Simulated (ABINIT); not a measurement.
# Ta (P6_3/mmc) in ABINIT: band structure with PBEsol

Aim: the band structure of Ta with PBEsol.

All numbers are computed with ABINIT 10.8.3 (patched build); they aren't measurements. Logs are shortened: lines on timing, memory, paths and dates and some standing lists are left out, and cuts for length are marked. The log counts tension as positive stress, the text compression.

### 1 The structure

The structure is hexagonal, space group P6_3/mmc (No. 194). Conventional cell: a = 2.900 Å, b = 2.900 Å, c = 5.166 Å, α = 90.00°, β = 90.00°, γ = 120.00°. Ta (site symmetry -6m2) is surrounded by 12 Ta at 2.90 to 3.08 Å.

This isn't the form of Ta at room conditions, which is bcc.

### 2 Band structure, PBEsol

Contents of run.abi:

```
# Datasets: ground state, then fixed potential
ndtset 2

# Pseudopotentials
pp_dirpath "./"
pseudos "Ta.upf"

# Structure
acell 3*1.0
rprim
     5.4809088767     0.0000000000     0.0000000000
    -2.7404544384     4.7466063231     0.0000000000
     0.0000000000     0.0000000000     9.7628429448
ntypat 1
znucl 73
natom 2
typat 1 1
xred
     0.3333333333     0.6666666667     0.2500000000
     0.6666666667     0.3333333333     0.7500000000

# Plane-wave basis
ecut 29.0

# Exchange and correlation
ixc -116133

# Bands and occupations
occopt 3
tsmear 0.00183747

# SCF cycle
nstep 100

# Output
iomode 3
prtwf 0
prteig 0
prtebands 0
enunit 1
prtden1 1

# Dataset 1
kptopt1 1
ngkpt1 11 11 5
nshiftk1 1
shiftk1 0.0 0.0 0.0
nband1 17
tolvrs1 1.0e-10

# Dataset 2: bands along G-M-K-G-A-L-H-A
iscf2 -2
getden2 1
nband2 23
nbdbuf2 4
tolwfr2 1.0e-11
kptopt2 -7
ndivsm2 5
prteig2 1
kptbounds2
     0.0000000000     0.0000000000     0.0000000000
     0.5000000000     0.0000000000     0.0000000000
     0.3333333333     0.3333333333     0.0000000000
     0.0000000000     0.0000000000     0.0000000000
     0.0000000000     0.0000000000     0.5000000000
     0.5000000000     0.0000000000     0.5000000000
     0.3333333333     0.3333333333     0.5000000000
     0.0000000000     0.0000000000     0.5000000000
```

Potentials or basis: PseudoDojo NC SR PBEsol v0.4.1 standard.

On the command line:

```console
$ abinit run.abi > log 2>&1
```

run.abo:

```text
.Version 10.8.3 of ABINIT
 DATASET    1 : space group P6_3/m m c (#194); Bravais hP (primitive hexag.)
================================================================================
 Values of the parameters that define the memory need for DATASET  1.
     intxc =       0    ionmov =       0      iscf =       7    lmnmax =       8
     lnmax =       8     mgfft =      48  mpssoang =       4    mqgrid =    3001
     natom =       2  nloc_mem =       1    nspden =       1   nspinor =       1
    nsppol =       1      nsym =      24    n1xccc =    2501    ntypat =       1
    occopt =       3   xclevel =       2
       mpw =        1927          nfft =       43200          nkpt =          48
================================================================================
================================================================================

 DATASET    2 : space group P6_3/m m c (#194); Bravais hP (primitive hexag.)
================================================================================
 Values of the parameters that define the memory need for DATASET  2.
     intxc =       0    ionmov =       0      iscf =      -2    lmnmax =       8
     lnmax =       8     mgfft =      48  mpssoang =       4    mqgrid =    3001
     natom =       2  nloc_mem =       1    nspden =       1   nspinor =       1
    nsppol =       1      nsym =      24    n1xccc =    2501    ntypat =       1
    occopt =       3   xclevel =       2
       mpw =        1929          nfft =       43200          nkpt =          62
================================================================================
================================================================================

--------------------------------------------------------------------------------
------------- Echo of variables that govern the present computation ------------
--------------------------------------------------------------------------------
 -outvars: echo values of preprocessed input variables --------
            acell      1.0000000000E+00  1.0000000000E+00  1.0000000000E+00 Bohr
              amu      1.80947900E+02
             ecut      2.90000000E+01 Hartree
           enunit           1
           getden1          0
           getden2          1
             iscf1          7
             iscf2         -2
                       outvar_i_n : Printing only first  50 k-points.
              ixc     -116133
           jdtset        1    2
                       outvar_i_n : Printing only first  50 k-points.
           kptopt1          1
[... 742 lines left out ...]
...

 Integrated electronic density in atomic spheres:
 ------------------------------------------------
 Atom  Sphere_radius  Integrated_density
    1        2.00000          9.23153249
    2        2.00000          9.23153249
================================================================================

 ----iterations are completed or convergence reached----

 Mean square residual over all n,k,spin=   40.875E-13; max=  99.861E-13
 reduced coordinates (array xred) for    2 atoms
       0.333333333333      0.666666666667      0.250000000000
       0.666666666667      0.333333333333      0.750000000000

 cartesian coordinates (angstrom) at end:
    1     -0.00000000001764     1.67453059573905     1.29156849912711
    2      1.45018603530016     0.83726529786952     3.87470549738133
 length scales=  1.000000000000  1.000000000000  1.000000000000 bohr
              =  0.529177210544  0.529177210544  0.529177210544 angstroms
 Eigenvalues (   eV  ) for nkpt=  62  k points:
 kpt#   1, nband= 23, wtk=  1.00000, kpt=  0.0000  0.0000  0.0000 (reduced coord)
 -54.44276  -54.38412  -21.35128  -20.53662  -20.42037  -20.42037  -20.33837  -20.33837
   4.98522    8.25824   12.59631   13.04603   13.75071   13.75071   14.31203   14.31203
  16.11325   16.11325   18.27132   18.27132   21.87504   25.75067   26.02839
 kpt#   2, nband= 23, wtk=  1.00000, kpt=  0.0500  0.0000  0.0000 (reduced coord)
 -54.44039  -54.38238  -21.34326  -20.53750  -20.44652  -20.42750  -20.36512  -20.34316
   5.08131    8.36263   12.61588   12.92278   13.68055   13.84227   14.21259   14.40167
  15.94456   16.02781   18.31443   18.48858   21.86440   25.99140   26.22072
 kpt#   3, nband= 23, wtk=  1.00000, kpt=  0.1000  0.0000  0.0000 (reduced coord)
 -54.43348  -54.37736  -21.31966  -20.54032  -20.52215  -20.44796  -20.44196  -20.35721
   5.36266    8.66349   12.59295   12.61505   13.54804   13.96654   14.11470   14.66799
  15.54149   15.80281   18.41646   19.02540   21.81183   26.66569   26.74120
 kpt#   4, nband= 23, wtk=  1.00000, kpt=  0.1500  0.0000  0.0000 (reduced coord)
 -54.42262  -54.36960  -21.28186  -20.63913  -20.55928  -20.54567  -20.47925  -20.37942
   5.80845    9.11712   12.14034   12.46393   13.37029   13.86320   14.56121   15.04008
  15.10294   15.49959   18.52808   19.72458   21.68176   27.35571   27.61017
 kpt#   5, nband= 23, wtk=  1.00000, kpt=  0.2000  0.0000  0.0000 (reduced coord)
[... 217 lines left out ...]
   7.51648    7.51648   11.83562   11.83562   13.18197   13.18197   14.46357   14.46357
  17.26935   17.26935   17.49763   17.49763   25.90652   25.90653   28.20016
 kpt#  60, nband= 23, wtk=  1.00000, kpt=  0.0556  0.0556  0.5000 (reduced coord)
 -54.40606  -54.40606  -20.95068  -20.95068  -20.46482  -20.46482  -20.40180  -20.40180
   7.13738    7.13738   11.91598   11.91598   13.48950   13.48950   14.10167   14.10167
  17.42618   17.42618   17.49973   17.49973   25.68263   25.68266   27.60521
 kpt#  61, nband= 23, wtk=  1.00000, kpt=  0.0278  0.0278  0.5000 (reduced coord)
 -54.41161  -54.41161  -20.95434  -20.95434  -20.40185  -20.40185  -20.38507  -20.38507
   6.89074    6.89074   11.96938   11.96938   13.71641   13.71641   13.87647   13.87647
  17.52085   17.52085   17.53202   17.53202   25.39291   25.39301   27.28289
 kpt#  62, nband= 23, wtk=  1.00000, kpt=  0.0000  0.0000  0.5000 (reduced coord)
 -54.41352  -54.41352  -20.95597  -20.95597  -20.37949  -20.37949  -20.37949  -20.37949
   6.80528    6.80528   11.98780   11.98780   13.80062   13.80062   13.80062   13.80062
  17.55042   17.55042   17.55042   17.55042   25.26496   25.26497   27.18176

== END DATASET(S) ==============================================================
================================================================================

 -outvars: echo values of variables after computation  --------
            acell      1.0000000000E+00  1.0000000000E+00  1.0000000000E+00 Bohr
           etotal1    -1.3014120833E+02
            fcart1    -6.1409642172E-30 -6.0273284845E-29 -0.0000000000E+00
                       6.1409642172E-30  6.0273284845E-29 -0.0000000000E+00
            rprim      5.4809088767E+00  0.0000000000E+00  0.0000000000E+00
                      -2.7404544384E+00  4.7466063231E+00  0.0000000000E+00
                       0.0000000000E+00  0.0000000000E+00  9.7628429448E+00
           strten1     2.6760740629E-04  2.6760740592E-04  2.0122536311E-04
                       0.0000000000E+00  0.0000000000E+00  1.8713645603E-13
           xangst     -1.7639508654E-11  1.6745305957E+00  1.2915684991E+00
                       1.4501860353E+00  8.3726529787E-01  3.8747054974E+00
             xred      3.3333333333E-01  6.6666666667E-01  2.5000000000E-01
                       6.6666666667E-01  3.3333333333E-01  7.5000000000E-01
 Calculation completed.
```

Wall time 65 s (1 thread of Arm Neoverse V2, shared host); peak memory 0.1 GiB.

Results:

```
Free energy                                           : -3541.3227 eV
Pressure                                              : -7.2 GPa
Band gap on the k mesh                                : none (metal or under the smearing width)
Valence electrons inside the program's atomic spheres : Ta 9.23 (radii [1.0584] Å)
```

Stress tensor (GPa, compression positive):
```
-7.87  0.00  0.00
 0.00 -7.87  0.00
 0.00  0.00 -5.92
```

Levels at the corners of the path, in eV from the Fermi level:
```
point  band 9  band 10  band 11  band 12  band 13  band 14  band 15  band 16  band 17  band 18
    Γ   -8.19    -4.92    -0.58    -0.13     0.58     0.58     1.14     1.14     2.94     2.94
    M   -4.06    -3.84    -3.34    -0.47    -0.39     0.48     0.83     5.50     6.40     6.70
    K   -2.87    -1.95    -1.95    -1.65    -0.57    -0.57     1.04     3.99     3.99     4.00
    Γ   -8.19    -4.92    -0.58    -0.13     0.58     0.58     1.14     1.14     2.94     2.94
    A   -6.37    -6.37    -1.19    -1.19     0.63     0.63     0.63     0.63     4.38     4.38
    L   -4.33    -4.33    -2.30    -2.30     1.46     1.46     2.57     2.57     5.49     5.49
    H   -2.43    -2.43    -1.96    -1.96    -0.61    -0.61     1.49     1.49     5.15     5.15
    A   -6.37    -6.37    -1.19    -1.19     0.63     0.63     0.63     0.63     4.38     4.38
```

Caveat: spin-orbit coupling is left out, which moves the levels of the heavy elements.

### 3 For comparison

An earlier run on the cell as given: functional PBEsol; potentials or basis PseudoDojo NC SR PBEsol v0.4.1 standard; cutoff 789 eV; k mesh 11 × 11 × 5; occupations fermi-dirac, width 0.05 eV; no spin polarisation.

* Pressure: -7.2 GPa
* Band gap on the k mesh: none (metal or under the smearing width)
* Valence electrons inside the program's atomic spheres: Ta 9.23 (radii [1.0584] Å)
